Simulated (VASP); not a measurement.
## Re: work function with PBEsol

Re, a slab with vacuum:

```
Re
1.0
     2.76000    0.00000    0.00000
     0.00000    4.45740    0.00000
     0.00000    0.00000   21.57720
Re
6
Direct
  0.00000 0.00000 0.37076
  0.50000 0.00000 0.48154
  0.50000 0.50000 0.40769
  0.00000 0.00000 0.59231
  0.00000 0.50000 0.51846
  0.50000 0.50000 0.62924
```

The cell was built by a generator and needn't be a form met in nature.

```
Program                : VASP 6.6.1
Task                   : work function
Functional             : PBEsol
Potentials or basis    : VASP PAW PBE potentials, release 64 (Re)
Cutoff                 : 520 eV
k mesh                 : 12 × 8 × 1
Occupations            : methfessel-paxton, width 0.1 eV
Spin                   : no spin polarisation
Vacuum (Å)             : 16
Dipole correction      : yes
Further INCAR settings : ALGO = Normal; EDIFF = 1e-06
```

```
Largest force                   : 1.540 eV/Å
Band gap on the k mesh          : none (metal or under the smearing width)
Work function of the upper face : 4.77 eV
Work function of the lower face : 4.77 eV
```

Forces in eV/Å, atoms in the order of the input:
```
Re   0.000  0.000  1.540
Re   0.000  0.000 -0.693
Re   0.000  0.000 -0.004
Re   0.000  0.000  0.004
Re   0.000  0.000  0.693
Re   0.000  0.000 -1.540
```

Levels at points of the mesh, in eV from the Fermi level:
| k point | band 19 | band 20 | band 21 | band 22 | band 23 | band 24 |
| --- | --- | --- | --- | --- | --- | --- |
| (0.00, 0.00, 0.00) | -0.83 | -0.48 | -0.47 | -0.25 | -0.17 | 0.00 |
| (0.50, 0.00, 0.00) | -0.46 | -0.46 | 1.20 | 1.20 | 1.35 | 1.35 |
| (0.00, 0.50, 0.00) | -0.42 | -0.42 | -0.02 | -0.02 | 0.66 | 0.66 |
| (0.50, 0.50, 0.00) | -0.08 | -0.08 | 1.01 | 1.01 | 1.67 | 1.67 |

It took 8.6 min on 1 thread of Intel(R) Xeon(R) Platinum 8559C (Emerald Rapids), on a shared host, peak memory 0.45 GiB.

Caveat: the PAW data sets were made with another functional, which shifts forces and pressure a little. The run has no spin-orbit coupling, so splittings on Re are missing.
